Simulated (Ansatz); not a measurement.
# A computed series for LaAlO3: pressure series

Start from LaAlO3 (space group R-3c, No. 167; a = 5.353 Å, c = 13.048 Å (hexagonal axes)).

Cell and atoms are relaxed at each pressure.

All numbers come from Ansatz (a quantum-chemistry and plane-wave program), PBEsol, PAW, cutoff 420 eV, no spin-orbit coupling, earlier PAW set.

Two rows of this table had their results exchanged by mistake.

```
pressure          volume per atom (Å³)  shortest distance (Å)  band gap
----------------  --------------------  ---------------------  --------
pressure −2 GPa                  10.91                  1.907   3.95 eV
pressure −1 GPa                  10.35                  1.869   3.86 eV
pressure 1.8 GPa                 10.70                  1.893   3.92 eV
pressure 4.2 GPa                 10.57                  1.884   3.90 eV
pressure 9 GPa                   10.85                  1.903   3.94 eV
pressure 18 GPa                   9.98                  1.844   3.75 eV
pressure 30 GPa                   9.58                  1.816   3.61 eV
pressure 45 GPa                   9.18                  1.790   3.58 eV
pressure 60 GPa                   8.85                  1.769   3.57 eV
```

Q: Which two?

A: The rows for pressure −1 GPa and pressure 9 GPa: the volume has to fall steadily with pressure, so 10.85 Å³ belongs to pressure −1 GPa and 10.35 Å³ to pressure 9 GPa.

Load acts through the strain it causes; cell and atoms are relaxed under it. Whether these cells are dynamically stable was not tested. No other phases were tried under pressure.
